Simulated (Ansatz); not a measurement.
Runs of Ansatz 0.2.0 on TiSi. The structure is orthorhombic, space group Cmmm (No. 65). The conventional cell has a = 3.632 Å, b = 4.235 Å, c = 3.804 Å, α = 90.00°, β = 90.00°, γ = 90.00°. Ti (site symmetry mmm) is surrounded by 8 Si at 2.63 to 2.85 Å and 4 Ti at 2.79 Å. Around Si (site symmetry mmm) lie 8 Ti at 2.63 to 2.85 Å and 4 Si at 2.79 Å. The cell comes from a database or a generator and needn't be the stable form of this composition.

```tsv
task	level	k mesh	cutoff (eV)	points for each segment of the path	q mesh	gap on the mesh (eV)	pressure (GPa)	V0 of scaled cells (Å³/atom)	B0 (GPa)
equation of state	r2SCAN	10 × 10 × 7	500	-	-	-	-	14.44	143
band structure	r2SCAN	10 × 10 × 7	500	14	-	none	-1.8	-	-
band structure	LDA	10 × 10 × 7	420	14	-	none	-7.9	-	-
phonons	PBEsol	8 × 8 × 6	420	8	2 × 2 × 2	none	-	-	-
equation of state	LDA	10 × 10 × 7	420	-	-	-	-	(a)	(b)
```

Alike in all rows: potentials or basis Ansatz PAW; no spin polarisation; cell as given; smearing fermi-dirac 0.05 eV.

Q: Estimate the missing entries.

A: (a) 13.82; (b) 154.

Caveats: the PAW data sets come from PBE, with cores solved anew for the run's functional, which leaves a small shift of forces and pressure (some runs); the cell was scaled at fixed shape and fractional positions, which overstates the stiffness of a crystal with free parameters, most of all of layers and chains (some runs); the PAW data sets were made with another functional, which shifts forces and pressure a little (some runs); some modes are imaginary (some runs); some levels weren't fully converged (some runs).

A gap of «none» marks a metal or a gap under the smearing width.
